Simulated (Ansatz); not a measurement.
zincblende-structured HfC

Method: PBE, scalar-relativistic; no spin polarisation; PAW, 420 eV, 12×12×12 k-mesh, Gaussian smearing of 0.05 eV; code Ansatz; PAW files: Ansatz's generated set soft_2.

```yaml
crystal:
  lattice:
    - [0.00000, 2.52211, 2.52211]
    - [2.52211, 0.00000, 2.52211]
    - [2.52211, 2.52211, 0.00000]
  atoms:
    - { symbol: Hf, position: [0.00000, 0.00000, 0.00000] }
    - { symbol: C, position: [0.25000, 0.25000, 0.25000] }
```

The structure was built from a prototype; whether the compound forms in it isn't claimed.

The cell is relaxed to zero pressure at this level.

Elastic constants come from the stress of slightly strained cells with relaxed atoms, in GPa, Voigt order xx, yy, zz, yz, xz, xy in the Cartesian frame of the vectors above.

```
171.5 147.9 147.9   0.0   0.0   0.0
147.9 171.5 147.9   0.0   0.0   0.0
147.9 147.9 171.5   0.0   0.0   0.0
  0.0   0.0   0.0  58.8   0.0   0.0
  0.0   0.0   0.0   0.0  58.8   0.0
  0.0   0.0   0.0   0.0   0.0  58.8
```

Work out the Voigt, Reuss and Hill moduli.

Voigt: K = (C11 + C22 + C33 + 2(C12 + C13 + C23))/9 = 156 GPa, G = (C11 + C22 + C33 − C12 − C13 − C23 + 3(C44 + C55 + C66))/15 = 40 GPa. Reuss, from the compliances S = C⁻¹: K = 156 GPa, G = 23 GPa. Hill means: K = 156 GPa, G = 31 GPa.

And Young's modulus, Poisson's ratio, Pugh's ratio and the anisotropy?

E = 9KG/(3K + G) = 88 GPa, ν = (3K − 2G)/(6K + 2G) = 0.41, K/G = 4.97 (over the 1.75 that Pugh's rule, made for metals, takes as the line between brittle and ductile), universal anisotropy index 5G_V/G_R + K_V/K_R − 6 = 3.8. The eigenvalues of C are 24, 24, 59, 59, 59, 467 GPa, all positive.

What sound velocities and Debye temperature follow for a polycrystal?

With a density of 9.859 g/cm³ (mean mass 95.3 u, 16.04 Å³/atom), K = 155.8 and G = 31.3 GPa from the unrounded constants, v_l = √((K + 4G/3)/ρ) = 4480 m/s and v_t = √(G/ρ) = 1780 m/s. The mean [(1/v_l³ + 2/v_t³)/3]^(−1/3) is 2020 m/s, and θ_D = (ħ/k_B)(6π²/V)^(1/3) v_m ≈ 240 K, with V the volume an atom. This is the low-temperature, elastic estimate.

For a cubic crystal three numbers say it all: C11 = 171.5, C12 = 147.9, C44 = 58.8 GPa. K = (C11 + 2C12)/3 = 155.8 GPa. The two shear moduli are C44 and C′ = (C11 − C12)/2 = 11.8 GPa, so Zener's ratio C44/C′ is 4.98: the crystal is stiffest along ⟨111⟩ and softest along ⟨100⟩. The Cauchy pressure C12 − C44 is 89 GPa; pair forces would make it zero if every atom sat on a centre of inversion, which isn't so here, so internal relaxation also enters.

The equation of state, an independent route, gives B0 = 155 GPa, against 156 GPa here.

Run time: 120 s on 2 threads of Arm Neoverse N1, with other jobs on the host, peak memory 0.51 GiB.

For elements this heavy, spin–orbit coupling would shift levels and gaps; it isn't included here.
